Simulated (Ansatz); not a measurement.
# BaZrO3: the cost of one run

Computed with Ansatz 0.2.0 (DFT PBE, scalar-relativistic, plane waves, PAW, unless a step's input says otherwise).

The COD entry's cell or inner coordinates are ideal or old and differ from later refinements, so a difference from it is no clean test against experiment.

**1. Starting point**

Symmetry: Pm-3m, No. 221, cubic system. Conventional cell: a = 4.181 Å, b = 4.181 Å, c = 4.181 Å, α = 90.00°, β = 90.00°, γ = 90.00°. Ba (site symmetry m-3m) is surrounded by 12 O at 2.96 Å. Zr (site symmetry m-3m) is surrounded by 6 O at 2.09 Å. O (site symmetry 4/mmm) has 2 Zr at 2.09 Å and 4 Ba at 2.96 Å as nearest neighbours.

As a file:

```xyz
5
Lattice="4.1815 0.0000 0.0000 0.0000 4.1815 0.0000 0.0000 0.0000 4.1815" Properties=species:S:1:pos:R:3 pbc="T T T"
Ba    2.0907    2.0907    2.0907
Zr    0.0000    0.0000    0.0000
O     2.0907    0.0000    0.0000
O     0.0000    2.0907    0.0000
O     0.0000    0.0000    2.0907
```

The start is a polymorph listed in a database, not an invented cell.

**2. Probe: one point on a coarse mesh**

input.yaml

```yaml
crystal:
  lattice:
    - [4.18149996, 0.0, 0.0]
    - [0.0, 4.18149996, 0.0]
    - [0.0, 0.0, 4.18149996]
  atoms:
    - { symbol: Ba, position: [0.5, 0.5, 0.5] }
    - { symbol: Zr, position: [0.0, 0.0, 0.0] }
    - { symbol: O, position: [0.5, 0.0, 0.0] }
    - { symbol: O, position: [0.0, 0.5, 0.0] }
    - { symbol: O, position: [0.0, 0.0, 0.5] }
basis:
  ecutwfc: 420
kpoints:
  mp_grid: { grid: [4, 4, 4] }
hamiltonian:
  xc: pbe
scf:
  occupations: { method: gaussian, width: 0.1 }
  lower_state_search: "off"
output:
  forces: true
  stress: true
  eigenvalues: true
```

Command:

```bash
> ansatz run input.yaml --threads 1 --pin off --max-ram 2560MiB --backend cpu --events-out ev --progress --plain --runs-dir out
```

**Question.** How long does this run take on 1 thread of Arm Neoverse V2, shared host, and how much memory does it need?

About 1.3 s, with a peak of 0.33 GiB.
